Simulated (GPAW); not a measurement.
SiRu:

```xyz
8
Lattice="4.7086 0.0000 0.0000 0.0000 4.7086 0.0000 0.0000 0.0000 4.7086" Properties=species:S:1:pos:R:3 pbc="T T T"
Ru    0.6093    0.6093    0.6093
Ru    1.7450    4.0993    2.9636
Ru    2.9636    1.7450    4.0993
Ru    4.0993    2.9636    1.7450
Si    3.9438    3.9438    3.9438
Si    3.1191    0.7648    1.5895
Si    1.5895    3.1191    0.7648
Si    0.7648    1.5895    3.1191
```

The cell comes from a database or a generator and needn't be the stable form of this composition.

Base run:

```yaml
Program: GPAW 26.7.0
Functional: r2SCAN
Potentials_or_basis: GPAW PAW data sets (gpaw-data 1.2.1)
Cutoff: 600 eV
Basis: pw
k_mesh: 5 × 5 × 5
Occupations: fermi-dirac, width 0.05 eV
Spin: no spin polarisation
```

Its results: band gap on the k mesh 0.33 eV, indirect (least direct gap 0.45 eV); pressure 1.4 GPa; largest force 0.063 eV/Å.

Question: The run is repeated on the same cell with these changes: functional from r2SCAN to LDA; potentials or basis from GPAW PAW data sets (gpaw-data 1.2.1) to the program's PAW data sets (release 1.2.1) made for this functional. What comes out?

Answer: Band gap on the k mesh 0.24 eV, indirect (least direct gap 0.38 eV); pressure -6.1 GPa; largest force 0.059 eV/Å.

Caveats: the PAW data sets were made with another functional, which shifts forces and pressure a little (some runs).
